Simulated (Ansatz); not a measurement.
# Zn: pressure up to the limit of the methods, part 2 of 2

How does Zn (bcc type) answer strong compression, and how long do frozen cores keep up with all electrons? The runs shown use LAPW, crystal datasets and norm-conserving. Companion runs by PAW are cited. Its runs: the reference run (LAPW); volume scaled by 1 (crystal datasets and norm-conserving); volume scaled by 0.95 (LAPW and crystal datasets); volume scaled by 0.85 (LAPW, crystal datasets and norm-conserving); volume scaled by 0.75 (LAPW, crystal datasets and norm-conserving); volume scaled by 0.65 (LAPW); volume scaled by 0.55 (LAPW and crystal datasets); volume scaled by 0.45 (LAPW); volume scaled by 0.4 (LAPW, crystal datasets and norm-conserving).

Ansatz 0.2.0; DFT PBE; a cell built from a prototype (bcc type), not taken from measurement. «Crystal datasets» are all-electron PAW datasets made for this crystal. The steps go on from the part before.

## 13. Volume scaled by 0.65, LAPW

This is Zn in the bcc structure; at room conditions it is hcp.

The input, input.yaml:

```yaml
crystal:
  lattice:
    - [-1.3577637284, 1.3577637284, 1.3577637284]
    - [1.3577637284, -1.3577637284, 1.3577637284]
    - [1.3577637284, 1.3577637284, -1.3577637284]
  atoms:
    - { symbol: Zn, position: [0.0, 0.0, 0.0] }
kpoints:
  mp_grid: { grid: [19, 19, 19] }
scf:
  occupations: { method: fermi_dirac, width: 0.1 }
hamiltonian:
  xc: pbe
  pseudopotentials: { kind: all_electron, lapw: { basis_error: 0.001 } }
output:
  forces: true
  stress: true
  eigenvalues: true
  populations: true
```

The run is started by

```console
ansatz run input.yaml --threads 1 --pin off --max-ram 2048MiB --backend cpu --events-out ev --progress --plain --runs-dir out
```

Output (excerpt; [...] marks lines left out):

```text
Zn: projections on atomic orbitals take those of the free atom 1s2 2s2 2p6 3s2 3p6 3d10 4s2, of charge +0.00 (hamiltonian.pseudopotentials.projection_atoms)
LAPW: plane waves up to 9.684 Å⁻¹, error target 1.0e-3 eV per atom; small_component_spin mean_spin; Zn in spheres of 1.176 Å, 20 of its electrons in bands, Dirac shells []
[...]
Pseudopotentials: kind: all_electron
[...]
        0.000000      85.134026       0.000000
        0.000000       0.000000      85.134026
  P = ⅓ Tr σ = 85.1340 GPa (851.340 kbar)
--- Band table (eV; the first three rows and the last of 220) ---
  k-point 0: bands = ["-104.6563", "-58.7383", "-58.7383", "-58.7383", "8.7982", "13.8650", "13.8650", "13.8650", "14.9086", "14.9086", "47.1689", "47.1689", "47.1689", "50.8984"]
[...]
--- Löwdin populations: 1 site ---
  site symbol       q [e]
     0     Zn     29.3678
  spilling = 0.021074 (of n_electrons = 30.000000)
```

It took 6.3 s on 1 thread of AMD EPYC 9R45 (Zen 5), shared host; peak memory 0.38 GiB.

In short: pressure 85.13 GPa; no gap.

## 14. Volume scaled by 0.55, LAPW

input.yaml: that of step 13 with these lines changed.

```diff
@@ -2,5 +2,5 @@
   lattice:
-    - [-1.3577637284, 1.3577637284, 1.3577637284]
-    - [1.3577637284, -1.3577637284, 1.3577637284]
-    - [1.3577637284, 1.3577637284, -1.3577637284]
+    - [-1.284223601, 1.284223601, 1.284223601]
+    - [1.284223601, -1.284223601, 1.284223601]
+    - [1.284223601, 1.284223601, -1.284223601]
   atoms:
```

The run is started by

```console
ansatz run input.yaml --threads 1 --pin off --max-ram 2048MiB --backend cpu --events-out ev --progress --plain --runs-dir out
```

Output (excerpt; [...] marks lines left out):

```text
Zn: projections on atomic orbitals take those of the free atom 1s2 2s2 2p6 3s2 3p6 3d10 4s2, of charge +0.00 (hamiltonian.pseudopotentials.projection_atoms)
LAPW: plane waves up to 10.338 Å⁻¹, error target 1.0e-3 eV per atom; small_component_spin mean_spin; Zn in spheres of 1.112 Å, 20 of its electrons in bands, Dirac shells []
[...]
[... 1 set-up line as earlier in the session ...]
[...]
       -0.000000     180.691102      -0.000000
       -0.000000      -0.000000     180.691102
  P = ⅓ Tr σ = 180.6911 GPa (1806.911 kbar)
--- Band table (eV; the first three rows and the last of 220) ---
  k-point 0: bands = ["-100.5358", "-54.5550", "-54.5550", "-54.5550", "11.7441", "17.7999", "17.7999", "17.7999", "19.1633", "19.1633", "53.3843", "53.3843", "53.3843", "58.6018"]
[...]
--- Löwdin populations: 1 site ---
  site symbol       q [e]
     0     Zn     29.3437
  spilling = 0.021876 (of n_electrons = 30.000000)
```

It took 6.9 s on 1 thread of AMD EPYC 9R45 (Zen 5), shared host; peak memory 0.39 GiB.

In short: pressure 180.69 GPa; no gap.

## 15. Volume scaled by 0.55, crystal datasets

input.yaml: that of step 14 with these lines changed.

```diff
@@ -13,3 +13,3 @@
   xc: pbe
-  pseudopotentials: { kind: all_electron, lapw: { basis_error: 0.001 } }
+  pseudopotentials: { kind: all_electron, datasets: crystal }
 output:
@@ -18,2 +18 @@
   eigenvalues: true
-  populations: true
```

The run is started by

```console
ansatz run input.yaml --threads 1 --pin off --max-ram 2048MiB --backend cpu --events-out ev --progress --plain --runs-dir out
```

Output (excerpt; [...] marks lines left out):

```text
[...]
[... 1 set-up line as earlier in the session ...]
Pseudopotential: Zn, paw, valence charge 20, recommended cutoff 440 eV (normal), Koelling and Harmon's equation, gaussian nucleus
[... 1 set-up line as earlier in the session ...]
[...]
Crystal: 1 atoms, lattice volume = 8.472 Å³
Basis set: ecut = 440 eV, 177 PW (Γ), exchange–correlation on 32×32×32 points (8 copies of the dense FFT grid, shifted against one another)
[...]
  atom   1  Zn     0.00000000     0.00000000    -0.00000000
[...]
--- Stress (GPa, compression-positive) ---
      180.687500       0.000000       0.000000
        0.000000     180.687500       0.000000
        0.000000      -0.000000     180.687500
  P = ⅓ Tr σ = 180.6875 GPa (1806.875 kbar)
  It holds what live shells' own plane waves past their cutoff add
--- Band table (eV; the first three rows and the last of 220) ---
  k-point 0: bands = ["11.7441", "17.8000", "17.8000", "17.8000", "19.1632", "19.1632", "53.3843", "53.3843"]
[...]
```

Wall time 4.8 s (1 thread of AMD EPYC 9R45 (Zen 5), shared host); peak memory 0.47 GiB.

Read from it: pressure 180.69 GPa; no gap.

## 16. Volume scaled by 0.45, LAPW

The input, input.yaml:

```yaml
crystal:
  lattice:
    - [-1.2011315879, 1.2011315879, 1.2011315879]
    - [1.2011315879, -1.2011315879, 1.2011315879]
    - [1.2011315879, 1.2011315879, -1.2011315879]
  atoms:
    - { symbol: Zn, position: [0.0, 0.0, 0.0] }
kpoints:
  mp_grid: { grid: [19, 19, 19] }
scf:
  occupations: { method: fermi_dirac, width: 0.1 }
hamiltonian:
  xc: pbe
  pseudopotentials: { kind: all_electron, lapw: { basis_error: 0.001 } }
output:
  forces: true
  stress: true
  eigenvalues: true
  populations: true
```

The run is started by

```console
ansatz run input.yaml --threads 1 --pin off --max-ram 2048MiB --backend cpu --events-out ev --progress --plain --runs-dir out
```

Output (excerpt; [...] marks lines left out):

```text
Zn: projections on atomic orbitals take those of the free atom 1s2 2s2 2p6 3s2 3p6 3d10 4s2, of charge +0.00 (hamiltonian.pseudopotentials.projection_atoms)
LAPW: plane waves up to 11.172 Å⁻¹, error target 1.0e-3 eV per atom; small_component_spin mean_spin; Zn in spheres of 1.040 Å, 20 of its electrons in bands, Dirac shells []
[...]
[... 1 set-up line as earlier in the session ...]
[...]
       -0.000000     399.539071       0.000000
       -0.000000       0.000000     399.539071
  P = ⅓ Tr σ = 399.5391 GPa (3995.391 kbar)
--- Band table (eV; the first three rows and the last of 220) ---
  k-point 0: bands = ["-94.7063", "-48.5797", "-48.5797", "-48.5797", "16.1408", "23.3559", "23.3559", "23.3559", "25.2152", "25.2152", "61.8686", "61.8686", "61.8686", "68.7941"]
[...]
--- Löwdin populations: 1 site ---
  site symbol       q [e]
     0     Zn     29.3328
  spilling = 0.022239 (of n_electrons = 30.000000)
```

Wall time 6.7 s (1 thread of AMD EPYC 9R45 (Zen 5), shared host); peak memory 0.39 GiB.

Result: pressure 399.54 GPa; no gap.

## 17. Volume scaled by 0.4, LAPW

The input, input.yaml:

```yaml
crystal:
  lattice:
    - [-1.1548876777, 1.1548876777, 1.1548876777]
    - [1.1548876777, -1.1548876777, 1.1548876777]
    - [1.1548876777, 1.1548876777, -1.1548876777]
  atoms:
    - { symbol: Zn, position: [0.0, 0.0, 0.0] }
kpoints:
  mp_grid: { grid: [19, 19, 19] }
  band_path:
    path:
      - [0.0, 0.0, 0.0]
      - [0.5, -0.5, 0.5]
      - [0.0, 0.0, 0.5]
      - [0.0, 0.0, 0.0]
      - [0.25, 0.25, 0.25]
      - [0.5, -0.5, 0.5]
      - [0.25, 0.25, 0.25]
      - [0.0, 0.0, 0.5]
    npoints: 8
scf:
  occupations: { method: fermi_dirac, width: 0.1 }
hamiltonian:
  xc: pbe
  pseudopotentials: { kind: all_electron, lapw: { basis_error: 0.001 } }
output:
  forces: true
  stress: true
  eigenvalues: true
  populations: true
  dos: { projected: true, de: 0.2, e_range: [-14, 8] }
```

The run is started by

```console
ansatz run input.yaml --threads 1 --pin off --max-ram 2048MiB --backend cpu --events-out ev --progress --plain --runs-dir out
```

Output (excerpt; [...] marks lines left out):

```text
Zn: projections on atomic orbitals take those of the free atom 1s2 2s2 2p6 3s2 3p6 3d10 4s2, of charge +0.00 (hamiltonian.pseudopotentials.projection_atoms)
LAPW: plane waves up to 11.686 Å⁻¹, error target 1.0e-3 eV per atom; small_component_spin mean_spin; Zn in spheres of 1.000 Å, 20 of its electrons in bands, Dirac shells []
[...]
[... 1 set-up line as earlier in the session ...]
[...]
        0.000000     612.568542      -0.000000
       -0.000000      -0.000000     612.568542
  P = ⅓ Tr σ = 612.5685 GPa (6125.685 kbar)
--- Band table (eV; the first three rows and the last of 220) ---
  k-point 0: bands = ["-90.8000", "-44.5251", "-44.5251", "-44.5251", "19.2571", "27.0869", "27.0869", "27.0869", "29.3058", "29.3058", "67.4208", "67.4208", "67.4208", "75.5595"]
[...]
--- Löwdin populations: 1 site ---
  site symbol       q [e]
     0     Zn     29.3236
  spilling = 0.022545 (of n_electrons = 30.000000)
```

It took 7.5 s on 1 thread of AMD EPYC 9R45 (Zen 5), shared host; peak memory 0.4 GiB.

Result: pressure 612.57 GPa; no gap.

At the corners of the path (eV, zero at the Fermi level):

```
point  band 7  band 8  band 9  band 10  band 11  band 12  band 13
    Γ  -15.54  -15.54  -13.32   -13.32    24.79    24.79    24.79
    H  -12.04  -12.04  -12.04     3.93     3.93     3.93    11.20
    N  -13.35  -13.05  -11.66   -10.35    -0.05    15.70    19.57
    Γ  -15.54  -15.54  -13.32   -13.32    24.79    24.79    24.79
    P  -16.76  -12.99  -12.99     1.30     1.30     1.30     6.59
    H  -12.04  -12.04  -12.04     3.93     3.93     3.93    11.20
    P  -16.76  -12.99  -12.99     1.30     1.30     1.30     6.59
    N  -13.35  -13.05  -11.66   -10.35    -0.05    15.70    19.57
```

States per cell, counted by energy window (eV from the Fermi level, on a grid of 0.20 eV):

```
from  to  total  Zn 4s  Zn 3d
 -10  -9   0.18   0.08   0.07
  -9  -8   0.18   0.08   0.05
  -8  -7   0.17   0.07   0.04
  -7  -6   0.16   0.06   0.03
  -6  -5   0.14   0.05   0.02
  -5  -4   0.12   0.04   0.01
  -4  -3   0.10   0.03   0.01
  -3  -2   0.08   0.02   0.00
  -2  -1   0.05   0.01   0.00
  -1   0   0.04   0.01   0.00
   0   1   0.29   0.15   0.02
   1   2   0.27   0.10   0.01
   2   3   0.22   0.05   0.01
   3   4   0.20   0.03   0.01
   4   5   0.27   0.07   0.01
```

## 18. Volume scaled by 0.4, crystal datasets

The input, input.yaml:

```yaml
crystal:
  lattice:
    - [-1.1548876777, 1.1548876777, 1.1548876777]
    - [1.1548876777, -1.1548876777, 1.1548876777]
    - [1.1548876777, 1.1548876777, -1.1548876777]
  atoms:
    - { symbol: Zn, position: [0.0, 0.0, 0.0] }
kpoints:
  mp_grid: { grid: [19, 19, 19] }
scf:
  occupations: { method: fermi_dirac, width: 0.1 }
hamiltonian:
  xc: pbe
  pseudopotentials: { kind: all_electron, datasets: crystal }
output:
  forces: true
  stress: true
  eigenvalues: true
```

The run is started by

```console
ansatz run input.yaml --threads 1 --pin off --max-ram 2048MiB --backend cpu --events-out ev --progress --plain --runs-dir out
```

Output (excerpt; [...] marks lines left out):

```text
[...]
[... 1 set-up line as earlier in the session ...]
Pseudopotential: Zn, paw, valence charge 20, recommended cutoff 600 eV (normal), Koelling and Harmon's equation, gaussian nucleus
[... 1 set-up line as earlier in the session ...]
[...]
Crystal: 1 atoms, lattice volume = 6.161 Å³
Basis set: ecut = 600 eV, 201 PW (Γ), exchange–correlation on 32×32×32 points (8 copies of the dense FFT grid, shifted against one another)
[...]
  atom   1  Zn     0.00000000     0.00000000    -0.00000000
[...]
--- Stress (GPa, compression-positive) ---
      612.564206       0.000000       0.000000
        0.000000     612.564206      -0.000000
       -0.000000       0.000000     612.564206
  P = ⅓ Tr σ = 612.5642 GPa (6125.642 kbar)
  It holds what live shells' own plane waves past their cutoff add
--- Band table (eV; the first three rows and the last of 220) ---
  k-point 0: bands = ["19.2571", "27.0869", "27.0869", "27.0869", "29.3056", "29.3056", "67.4045", "67.4045"]
[...]
```

Run time: 5 s. Hardware: 1 thread of AMD EPYC 9R45 (Zen 5), shared host; peak memory 0.48 GiB.

Result: pressure 612.56 GPa.

## 19. Volume scaled by 0.4, norm-conserving

input.yaml: that of step 18 with these lines changed.

```diff
@@ -13,3 +13,3 @@
   xc: pbe
-  pseudopotentials: { kind: all_electron, datasets: crystal }
+  pseudopotentials: { kind: nc }
 output:
```

The run is started by

```console
ansatz run input.yaml --threads 1 --pin off --max-ram 2048MiB --backend cpu --events-out ev --progress --plain --runs-dir out
```

Output (excerpt; [...] marks lines left out):

```text
[...]
[... 3 set-up lines as earlier in the session ...]
[...]
Crystal: 1 atoms, lattice volume = 6.161 Å³
Basis set: ecut = 1142.878222 eV, 555 PW (Γ), exchange–correlation on 48×48×48 points (8 copies of the dense FFT grid, shifted against one another)
[...]
  atom   1  Zn     0.00000000    -0.00000000    -0.00000000
[...]
--- Stress (GPa, compression-positive) ---
      619.276105       0.000000      -0.000000
       -0.000000     619.276105      -0.000000
       -0.000000       0.000000     619.276105
  P = ⅓ Tr σ = 619.2761 GPa (6192.761 kbar)
--- Band table (eV; the first three rows and the last of 220) ---
  k-point 0: bands = ["-87.7968", "-41.6868", "-41.6868", "-41.6868", "21.9830", "29.7530", "29.7530", "29.7530", "32.0024", "32.0024", "70.1129", "70.1129", "70.1129", "78.2816"]
[...]
```

Run time: 1.5 s. Hardware: 1 thread of AMD EPYC 9R45 (Zen 5), shared host; peak memory 0.29 GiB.

Read from it: pressure 619.28 GPa; no gap.

## 20. The series in one table

The PAW rows are taken from companion runs at the same settings.

```
             method  volume over the first  volume (Å³/atom)  pressure (GPa)  SCF cycles, all passes
               LAPW                      1            15.403            0.01                       7
               LAPW                   0.95            14.633            3.80                       6
               LAPW                   0.85            13.093           16.07                       7
               LAPW                   0.75            11.553           39.35                       7
               LAPW                   0.65            10.012           85.13                       7
               LAPW                   0.55             8.472          180.69                       7
               LAPW                   0.45             6.932          399.54                       6
               LAPW                    0.4             6.161          612.57                       6
                PAW                      1            15.403            0.01                       6
                PAW                   0.95            14.633            3.81                       6
                PAW                   0.85            13.093           16.11                       6
                PAW                   0.75            11.553           39.37                       6
                PAW                   0.65            10.012           85.10                       6
                PAW                   0.55             8.472          180.82                       6
                PAW                   0.45             6.932          399.58                       6
                PAW                    0.4             6.161          612.83                       6
PAW (cutoff 300 eV)                    0.4             6.161          617.34                       6
   crystal datasets                      1            15.403            0.02                       8
   crystal datasets                   0.95            14.633            3.80                       8
   crystal datasets                   0.85            13.093           16.07                       8
   crystal datasets                   0.75            11.553           39.35                       8
   crystal datasets                   0.55             8.472          180.69                       7
   crystal datasets                    0.4             6.161          612.56                       7
    norm-conserving                      1            15.403           -0.03                       6
    norm-conserving                   0.85            13.093           16.08                       6
    norm-conserving                   0.75            11.553           39.52                       6
    norm-conserving                    0.4             6.161          619.28                       6
```

## 21. What came out

This closing draws on all 2 parts.

| quantity | value |
| --- | --- |
| LAPW pressure at 0.4 of the volume | 612.6 GPa |
| PAW pressure at 0.4 of the volume | 612.8 GPa |
| PAW (cutoff 300 eV) pressure at 0.4 of the volume | 617.3 GPa |
| crystal datasets pressure at 0.4 of the volume | 612.6 GPa |
| norm-conserving pressure at 0.4 of the volume | 619.3 GPa |
| fitted bulk modulus at zero pressure (LAPW) | 69 GPa |
| its pressure derivative | 4.86 |

At 0.4 of the starting volume LAPW gives 613 GPa. A third-order Birch-Murnaghan curve fits the range only roughly (B₀ = 69 GPa, B′ = 4.86, misfit at most 3.67 GPa). A fit over so wide a range leans to the high pressures, so B₀ can be off by several per cent. Where LAPW's pressure is over 3 GPa, PAW's departs from it by at most 0.3 %, at 0.85 of the volume. The ions are at rest, and the electrons smeared by 0.1 eV.
